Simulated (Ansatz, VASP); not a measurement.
# Al27N27F (start site: F_i (void)): VASP beside Ansatz, part 2 of 2

One calculation is typed for both programs; each brings its own data sets. How far apart do they land? Of the first pair: The cell is taken from a series of runs on this material, whose earlier steps may have relaxed, scaled, displaced or heated it; both programs get it as it stands.

VASP 6.6.1 and Ansatz 0.2.0.

So far. Step 2 (VASP: single point, r2SCAN, pair 1): The run ends at a pressure of 5.88 GPa, with forces up to 0.10 eV/Å.

**5. Ansatz: relaxation, r2SCAN**

Level of this step: Ansatz beside VASP: Kohn-Sham DFT, plane waves, r2SCAN (Ansatz).

The two programs are compared at the cell with which this relaxation starts, whose forces are those of its first step.

The structure compared here is the start of the Ansatz relaxation; VASP solves that cell, so the two are compared at the walk's first step.

File input.yaml:

```yaml
crystal:
  lattice:
    - [0.0, 2.18472995, 2.18472995]
    - [2.18472995, 0.0, 2.18472995]
    - [2.18472995, 2.18472995, 0.0]
  atoms:
    - { symbol: Al, position: [0.0, 0.0, 0.0] }
    - { symbol: "N", position: [0.25, 0.25, 0.25] }
  supercell: [3, 3, 3]
  defects:
    - { interstitial: { symbol: F, position: [0.166667, 0.833333, 0.833333] } }
total_charge: -1
basis:
  ecutwfc: 500
  xc_grid: 2
hamiltonian:
  xc: r2scan
  pseudopotentials: { kind: paw, azcp: { folder: soft_1 } }
kpoints:
  mp_grid: { grid: [1, 1, 1], shift: [0.25, 0.25, 0.25] }
scf:
  occupations: { method: fixed }
  max_iter: 80
output:
  forces: true
  charged_corrections: { epsilon: 4.64, static_epsilon: 8.51 }
relax:
  f_tol: 0.02
  max_steps: 80
  random_displacement: { amplitude: 0.05, seed: 7179 }
checkpoint:
  write: "../qm1.relax.run"
  compress: false
  write_wavefunctions: true
  write_every: 100000
```

On the command line:

```sh
$ ansatz run input.yaml --threads 4 --pin off --max-ram 7536MiB --backend cpu --events-out ev --progress --plain --runs-dir out
```

Numbers of over 12 decimals in the logs are rounded to 6 here.

What it wrote:

```text
[...]
Crystal: 55 atoms, lattice volume = 563.102 Å³
Basis set: ecut = 500 eV, 14331 PW (Γ), exchange–correlation on 144×144×144 points (8 copies of the dense FFT grid, shifted against one another)
Bands: 167, of which v1, the nominal top of the filled ones, is band 112 counted from 1 (111 counted from 0)
Symmetry: 1 space group operations
k-points: 1
[...]
SCF iter   1: F=—  HF=-25899.367635 eV  |F-HF|=—  |Δ(HF+E_count)|=         —  Δρ=2.10e-1  dr2=3.87e2  dr2_τ=2.00e1  ethr=3.10e-3  ⟨swp⟩=5.0  Hψ=555  notcnv=0  defer=52
[...]
- { symbol: N, position: [0.082548, 0.754795, 0.414165] }
[...]
- { symbol: Al, position: [0.666852, 0.336900, 0.662700] }
    - { symbol: N, position: [0.749362, 0.421607, 0.747421] }
    - { symbol: Al, position: [0.665471, 0.671414, -0.00276769] }
    - { symbol: N, position: [0.749190, 0.754967, 0.080759] }
    - { symbol: Al, position: [0.665487, 0.671447, 0.330676] }
    - { symbol: N, position: [0.748973, 0.754872, 0.414146] }
    - { symbol: Al, position: [0.666773, 0.672709, 0.662673] }
    - { symbol: N, position: [0.748979, 0.754789, 0.747756] }
    - { symbol: F, position: [0.248908, 0.588211, 0.914087] }
```

**6. VASP: single point, r2SCAN, start cell, pair 2**

The same cell, functional and mesh now go to VASP, with its own data sets.

File INCAR:

```
SYSTEM = Al27N27F
PREC = Accurate
ENCUT = 580
EDIFF = 1E-06
NELM = 120
ISMEAR = 0
SIGMA = 0.01
LREAL = Auto
ALGO = Normal
METAGGA = R2SCAN
LASPH = .TRUE.
NELECT = 224
NBANDS = 152
LORBIT = 11
LWAVE = .FALSE.
LCHARG = .FALSE.
ISIF = 2
ISYM = 0
GGA_COMPAT = .FALSE.
EFERMI = MIDGAP
LMIXTAU = .TRUE.
NCORE = 2
```

File POSCAR:

```
Al27N27F
1.0
    0.0000000000      6.5541898631      6.5541898631
    6.5541898631      0.0000000000      6.5541898631
    6.5541898631      6.5541898631      0.0000000000
Al N F
27 27 1
Direct
    0.0036995419      0.9969119753      0.9955237031
    0.9986156947      0.9943822195      0.3365123755
    0.9981009095      0.9994609555      0.6628198283
    0.9962414882      0.3347179508      0.0056217474
    0.9961969365      0.3306516969      0.3393610876
    0.0042570479      0.3276117331      0.6691688205
    0.9954391770      0.6696935230      0.0044451718
    0.0031352464      0.6709047330      0.3309162605
    0.9971647144      0.6719201140      0.6623242675
    0.3367415418      0.0039062036      0.9948306350
    0.3310721913      0.9959183361      0.3393603247
    0.3282910695      0.9979033259      0.6714392003
    0.3380967818      0.3301937456      0.0026760744
    0.3314118214      0.3394932168      0.3331609315
    0.3315485278      0.3301808530      0.6650803671
    0.3376288369      0.6697055764      0.9976772873
    0.3276131825      0.6677700969      0.3382495848
    0.3384348861      0.6687579383      0.6620878538
    0.6633477349      0.0049759010      0.9959273380
    0.6699027785      0.0007312879      0.3269157661
    0.6673737092      0.0041169085      0.6604393663
    0.6709862076      0.3365659290      0.9956893223
    0.6730713623      0.3307439280      0.3326892485
    0.6719101204      0.3335152850      0.6667781360
    0.6613247542      0.6656281083      0.0011620048
    0.6646189828      0.6719507814      0.3284866696
    0.6716810303      0.6644622892      0.6617798829
    0.0810872146      0.0826253147      0.0897239800
    0.0768419912      0.0863908449      0.4177451458
    0.0876767399      0.0858130466      0.7488139805
    0.0872392335      0.4173251854      0.0770454489
    0.0783520177      0.4211272572      0.4143433524
    0.0768365749      0.4188370428      0.7531431959
    0.0833037357      0.7553985471      0.0833542377
    0.0852342565      0.7549634056      0.4150216208
    0.0793734254      0.7561408204      0.7500113062
    0.4212236077      0.0847824844      0.0773896562
    0.4207802272      0.0791166431      0.4132911247
    0.4219146924      0.0790778129      0.7470488500
    0.4196659019      0.4210213707      0.0783919921
    0.4219445206      0.4180674587      0.4115841250
    0.4132313919      0.4190516383      0.7460443018
    0.4209194512      0.7518958259      0.0772913221
    0.4196507208      0.7438119130      0.4199815015
    0.4102487960      0.7506766821      0.7530574492
    0.7552410906      0.0803317437      0.0791143545
    0.7513065845      0.0882768141      0.4160436388
    0.7483479427      0.0779502136      0.7525840116
    0.7445980513      0.4178928376      0.0823557162
    0.7452526707      0.4171539972      0.4151670240
    0.7442598707      0.4179112228      0.7496407035
    0.7559968667      0.7487192319      0.0787987548
    0.7542142665      0.7442821465      0.4156000294
    0.7557779990      0.7454089067      0.7481756865
    0.1707310931      0.8275953418      0.8322526680
```

File KPOINTS:

```
Points of the shifted mesh
1
Reciprocal
 0.2500000000  0.2500000000  0.2500000000 1
```

PAW data sets: Al, N and F (PBE family, release 64).

On the command line:

```sh
$ mpirun -np 8 vasp_std
```

What it wrote:

```text
[banner, memory and clock lines left out]
running    8 mpi-ranks, on    1 nodes
[...]
[... a notice as in an earlier step ...]

 LDA part: xc-table for (None), standard interpolation
 POSCAR, INCAR and KPOINTS ok, starting setup
[...]
entering main loop
       N       E                     dE             d eps       ncg     rms          rms(c)
DAV:   1     0.945220993190E+03    0.94522E+03   -0.11602E+05   304   0.151E+03
DAV:   2    -0.511672938341E+03   -0.14569E+04   -0.13693E+04   376   0.302E+02
DAV:   3    -0.625650593928E+03   -0.11398E+03   -0.11292E+03   368   0.924E+01
DAV:   4    -0.627362413454E+03   -0.17118E+01   -0.17082E+01   352   0.120E+01
DAV:   5    -0.627396325324E+03   -0.33912E-01   -0.33883E-01   368   0.152E+00BRMIX: very serious problems
 the old and the new charge density differ
 old charge density:   223.00000 new  224.00000
    0.476E+01
DAV:   6    -0.519575342319E+03    0.10782E+03   -0.23829E+02   352   0.340E+01    0.211E+01
DAV:   7    -0.498626303307E+03    0.20949E+02   -0.10788E+01   344   0.104E+01    0.120E+01
DAV:   8    -0.520985617504E+03   -0.22359E+02   -0.19362E+01   344   0.120E+01    0.726E+00
DAV:   9    -0.498457477048E+03    0.22528E+02   -0.11307E+01   320   0.104E+01    0.127E+00
[...]
DAV:  22    -0.502428958084E+03   -0.42618E-05   -0.43522E-06   328   0.935E-03    0.439E-03
DAV:  23    -0.502428959570E+03   -0.14855E-05   -0.57208E-07   200   0.316E-03    0.226E-03
DAV:  24    -0.502428960348E+03   -0.77838E-06   -0.28173E-07   176   0.193E-03
   1 F= -.50242896E+03 E0= -.50242896E+03  d E =0.000000E+00
```

From OUTCAR (step 6):

```text
  Total       33.0221794     33.7031122     32.6500823     -1.8808427      2.1897373     -2.7077101
  in kB       93.9570269     95.8944647     92.8983099     -5.3515060      6.2303945     -7.7041672
  external PRESSURE =      94.2499339 kB  Pullay stress =       0.0000000 kB

 POSITION                                       TOTAL-FORCE (eV/Angst)
 -----------------------------------------------------------------------------------
     13.05880      6.54910      6.55820        -0.020152      0.217289      0.334924
      8.72294      8.75068     13.06249         0.488875     -0.569551      1.162545
     10.89490     10.88599     13.09240         0.668074      1.463580     -0.212223
      2.23065      6.56640      8.72336        -0.765557     -0.365087      0.301800
      4.39139      8.75350      8.69642        -0.312557     -0.997209      1.089361
      6.53309      4.41376      2.17513         0.679791     -1.011761      0.249509
      4.41843      6.55343     10.91360        -1.373475      0.332234      1.695513
      6.56613      2.18944      4.41779        -0.485666     -0.519287     -0.394684
      8.74489     10.87661     10.93950         0.486883      1.678656      0.022145
      6.54591      8.72738      2.23267         0.107461     -0.153769     -0.840306
      8.75167      4.39414      8.69735        -0.300286     -0.583480      0.438527
     10.94119      6.55242      8.69213        -1.112413      0.336071      0.092160
      2.18169      2.23349      4.38010         0.112116     -1.560229      0.521407
      4.40870      4.35574      4.39724        -1.039713     -0.232286     -0.389048
[...]
-----------------------------------------------------------------------------------
    total drift:                               -0.022322      0.015320      0.009545

  FREE ENERGIE OF THE ION-ELECTRON SYSTEM (eV)
  ---------------------------------------------------
  free  energy   TOTEN  =      -502.4289603479 eV

  energy  without entropy=     -502.4289603479  energy(sigma->0) =     -502.42896035

[... 1 part as in an earlier step ...]

[... 1 further part left out ...]
[key lines of the parts left out:]
E-fermi :   9.4987
```

The run ends at a pressure of 9.42 GPa, with forces up to 10 eV/Å.

**7. Side by side**

What differs besides the data sets and the points named for the pairs above, as far as they apply: fixed occupations in Ansatz, narrow Gaussian smearing in VASP. Total energies have different zeros and are not compared.

Forces on 8 of the 55 atoms, those with the largest forces and the largest differences (eV/Å; atoms numbered as in POSCAR):

| atom | Ansatz x, y, z | VASP x, y, z |
| --- | --- | --- |
| Al6 | 0.667, -0.993, 0.245 | 0.680, -1.012, 0.250 |
| Al7 | -1.361, 0.327, 1.684 | -1.373, 0.332, 1.696 |
| Al18 | 1.329, 0.193, -1.752 | 1.328, 0.186, -1.753 |
| N30 | 3.202, -4.224, 2.672 | 3.193, -4.225, 2.655 |
| N34 | 3.667, 4.732, -4.263 | 3.655, 4.734, -4.264 |
| N36 | -5.263, -4.600, -4.442 | -5.273, -4.584, -4.444 |
| N45 | -5.747, 5.663, 6.384 | -5.748, 5.664, 6.390 |
| F55 | 2.259, -0.951, -0.210 | 2.249, -0.941, -0.209 |

The forces differ by 6.9 meV/Å r.m.s., which is 0.5 % of the r.m.s. force of 1.474 eV/Å (both taken over all components). The cell carries a charge of -1 e against a uniform background, so its pressure also hangs on how the neutralising background is counted, and in a defect's cell a gap may be the spacing between its levels.

**8. Ansatz: relaxation, r2SCAN**

This run makes the geometry at which the two programs are then compared.

The structure compared here is the end of the Ansatz relaxation.

This is the run of step 5 again, met here at its other cell.

**9. VASP: single point, r2SCAN, relaxed atoms in a fixed cell, pair 3**

The same cell, functional and mesh now go to VASP, with its own data sets.

INCAR is that of step 6.

File POSCAR:

```
Al27N27F
1.0
    0.0000000000      6.5541898500      6.5541898500
    6.5541898500      0.0000000000      6.5541898500
    6.5541898500      6.5541898500      0.0000000000
Al N F
27 27 1
Direct
    0.9975003854      0.0060914888      0.9985443676
    0.9995880742      0.0045463425      0.3303571639
    0.9975452372      0.0061491720      0.6627247128
    0.9975331072      0.3369099426      0.9986587276
    0.9975268038      0.3369100200      0.3320057650
    0.9988700851      0.3382785850      0.6640495607
    0.0022260349      0.6703728933      0.9961598095
    0.9974991605      0.6727159145      0.3319273278
    0.9975483538      0.6728540821      0.6627278294
    0.3320379615      0.0048684734      0.9972174371
    0.3320723591      0.0048749780      0.3306637293
    0.3333648920      0.0060914888      0.6626798610
    0.3309923386      0.3415818806      0.9961718142
    0.3333396102      0.3368617606      0.3319500155
    0.3334792519      0.3369099426      0.6627125828
    0.3309301550      0.6703227739      0.9961096306
    0.3320387956      0.6714175790      0.3306581744
    0.3309803339      0.6703728933      0.6674055105
    0.6654842538      0.0048749780      0.9972518347
    0.6651947972      0.0045611082      0.3303742728
    0.6651776883      0.0045463425      0.6647675498
    0.6667705399      0.3368617606      0.9985190858
    0.6651803674      0.3389441702      0.3303598430
    0.6668262894      0.3369100200      0.6627062794
    0.6654786988      0.6714175790      0.9972182712
    0.6654919991      0.6714470992      0.3306714747
    0.6667478522      0.6727159145      0.6626786361
    0.0825521615      0.0883559614      0.0805958754
    0.0825935542      0.0883193889      0.4141165728
    0.0822477798      0.0887064618      0.7474272554
    0.0735403787      0.4129198906      0.0896827976
    0.0822428571      0.4216115404      0.4145316638
    0.0823790279      0.4217347447      0.7475585035
    0.0735335736      0.7637556639      0.0896025690
    0.0825621635      0.7547921762      0.4141615642
    0.0735828111      0.7638144202      0.7387622867
    0.4155833081      0.0885589046      0.0807627837
    0.4154964897      0.0883525491      0.4141452965
    0.4154163998      0.0883559614      0.7477316371
    0.4244358876      0.4128671870      0.0896153632
    0.4154205131      0.4219292814      0.4141566757
    0.4245033220      0.4129198906      0.7387198543
    0.4154797033      0.7548745325      0.0806591789
    0.4155755049      0.7549722351      0.4143646466
    0.4244230934      0.7637556639      0.7387130492
    0.7489658208      0.0883525491      0.0806759654
    0.7490053198      0.0883778982      0.4141847954
    0.7489370972      0.0883193889      0.7477730299
    0.7489772000      0.4219292814      0.0805999887
    0.7489359630      0.4219765043      0.4141154386
    0.7493521882      0.4216115404      0.7474223326
    0.7491851710      0.7549722351      0.0807549805
    0.7489698280      0.7548724180      0.4141493036
    0.7489820886      0.7547921762      0.7477416392
    0.2489075450      0.5882110241      0.9140870206
```

KPOINTS is that of step 6.

On the command line:

```sh
$ mpirun -np 8 vasp_std
```

What it wrote:

```text
[... set-up lines as in an earlier step ...]
 entering main loop
       N       E                     dE             d eps       ncg     rms          rms(c)
DAV:   1     0.938417525733E+03    0.93842E+03   -0.11612E+05   304   0.151E+03
DAV:   2    -0.521577298927E+03   -0.14600E+04   -0.13876E+04   384   0.302E+02
DAV:   3    -0.633042450792E+03   -0.11147E+03   -0.11056E+03   368   0.910E+01
DAV:   4    -0.634641426201E+03   -0.15990E+01   -0.15957E+01   352   0.116E+01
DAV:   5    -0.634670168945E+03   -0.28743E-01   -0.28725E-01   368   0.145E+00BRMIX: very serious problems
 the old and the new charge density differ
 old charge density:   223.00000 new  224.00000
    0.472E+01
DAV:   6    -0.528852356503E+03    0.10582E+03   -0.23358E+02   352   0.335E+01    0.207E+01
DAV:   7    -0.507658042476E+03    0.21194E+02   -0.10314E+01   336   0.997E+00    0.120E+01
DAV:   8    -0.531305786995E+03   -0.23648E+02   -0.22290E+01   352   0.125E+01    0.774E+00
DAV:   9    -0.506673104079E+03    0.24633E+02   -0.12806E+01   320   0.105E+01    0.113E+00
[...]
DAV:  24    -0.511584330985E+03   -0.18794E-05   -0.50233E-07   192   0.261E-03    0.351E-03
DAV:  25    -0.511584333485E+03   -0.25005E-05   -0.64609E-07   208   0.353E-03    0.256E-03
DAV:  26    -0.511584333053E+03    0.43200E-06   -0.41402E-07   176   0.254E-03
   1 F= -.51158433E+03 E0= -.51158433E+03  d E =0.000000E+00
```

From OUTCAR (step 9):

```text
  Total       21.3274840     21.3387356     21.3361515     -2.5786348     -2.5722115     -2.5691675
  in kB       60.6824574     60.7144713     60.7071189     -7.3369131     -7.3186371     -7.3099759
  external PRESSURE =      60.7013492 kB  Pullay stress =       0.0000000 kB

 POSITION                                       TOTAL-FORCE (eV/Angst)
 -----------------------------------------------------------------------------------
      6.58457     13.08246      6.57773         0.004405     -0.002350      0.002852
      2.19502      8.71671      6.58129         0.005854     -0.002891      0.002060
      4.38393     10.88172      6.57840         0.002108     -0.002074      0.008017
      8.75357     13.08342      8.74619         0.000437      0.000741     -0.005778
      4.38420      8.71401      8.74615        -0.001231      0.003048      0.001136
      6.56945     10.89909      8.76393        -0.009296      0.005974     -0.001656
     10.92277      6.54361      4.40834        -0.007565      0.007680      0.000858
      6.58462      8.71331     10.94691         0.001561      0.001078     -0.000828
      8.75366     10.88177     10.94813        -0.007293     -0.006471     -0.002439
      6.56786      8.71219      2.20815         0.004751     -0.003989     -0.000760
      2.19918      4.34370      2.20842         0.006861     -0.000881      0.001120
      4.38325      6.52827      2.22486         0.003235     -0.008410      0.001760
      8.76789      8.69849      4.40818         0.009034     -0.008869      0.012144
      4.38352      4.36043      4.39263         0.000134     -0.001617     -0.002548
[...]
-----------------------------------------------------------------------------------
    total drift:                                0.048111     -0.010464      0.002017

  FREE ENERGIE OF THE ION-ELECTRON SYSTEM (eV)
  ---------------------------------------------------
  free  energy   TOTEN  =      -511.5843330531 eV

  energy  without entropy=     -511.5843330531  energy(sigma->0) =     -511.58433305

[... 2 further parts left out ...]
[key lines of the parts left out:]
E-fermi :   8.4613
```

The run ends at a pressure of 6.07 GPa, with forces up to 0.025 eV/Å.

**10. Side by side**

The two programs side by side:

| quantity | Ansatz | VASP | difference |
| --- | --- | --- | --- |
| gap on the k mesh (eV) | 4.996 | 4.993 | +0.002 |

The largest component of a force difference here is 13 meV/Å. A gap on the mesh is an upper bound, since the band edges may lie between its points. The cell carries a charge of -1 e against a uniform background, so its pressure also hangs on how the neutralising background is counted, and in a defect's cell a gap may be the spacing between its levels.

**11. Outcome**

| Item | Value |
| --- | --- |
| r.m.s. force difference (single point, r2SCAN, pair 1) | 3.9 meV/Å |
| r.m.s. force difference (single point, r2SCAN, start cell, pair 2) | 0.47 % of the r.m.s. force |
| difference in gap on the k mesh (single point, r2SCAN, relaxed atoms in a fixed cell, pair 3) | 0.0023 eV |

The r.m.s. force difference is 3.9 meV/Å (single point, r2SCAN, pair 1), within the 12 meV/Å picked in this series as the mark of a large difference. Such differences can come from data sets, numerical settings and the points named under the comparisons, not from the functional's error against experiment.

[Lines on the potential files, build, host, timing and source positions are cut from VASP's logs without a mark.]

[Logs are printed without paths, hosts, clocks, repeated set-up lines and the standing remarks that a program may print on its own settings, such as how far it seeks lower states.]

[Hosts, paths, dates, database ids (printed as entryN), source tags and the programs' standing remarks are cut or masked in the printed files.]
